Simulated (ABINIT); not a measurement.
PbO (Litharge) in ABINIT: convergence with boxcutmin

Crystal: PbO (Litharge).

```
CELL_PARAMETERS angstrom
3.99000 0.00000 0.00000
0.00000 3.99000 0.00000
0.00000 0.00000 5.01000
ATOMIC_POSITIONS crystal
Pb 0.50251 0.00029 0.76407
Pb 0.98947 0.50782 0.24743
O 0.49476 0.50656 0.99778
O 0.99373 0.01242 0.00824
```

The cell isn't the ideal one: atoms moved at random, drawn with an rms of 0.05 Å.

| Item | Value |
| --- | --- |
| Program | ABINIT 10.8.3 (patched build) |
| Task | single point |
| Functional | LDA |
| Potentials or basis | JTH PAW LDA v2.0 |
| Cutoff | 626 eV |
| k mesh | 5 × 5 × 4 |
| Occupations | gaussian, width 0.1 eV |
| Spin | no spin polarisation |

These are the settings of the first run; the series varies boxcutmin, with any setting tied to it.

Hardware: 1 thread of Arm Neoverse V1, on a shared host.

```csv
boxcutmin,"energy less the tightest run, at zero smearing (meV/atom)",largest force (eV/Å),SCF cycles,CPU time (s),peak memory (GiB)
1.3,-0.18,0.807,36,210,0.16
1.5,-0.12,0.810,36,240,0.16
1.7,-0.03,0.808,47,330,0.17
1.85,-0.01,0.808,38,280,0.18
2,-0.03,0.808,43,380,0.19
2.3,-0.02,0.809,48,470,0.21
2.7,0.00,0.809,42,590,0.25
```

Against the tightest run, the energy stays within 1 meV/atom from 1.3 on; the largest force stays within 0.005 eV/Å from 1.3 on. The tightest run that finished is the yardstick and may itself not be fully converged.
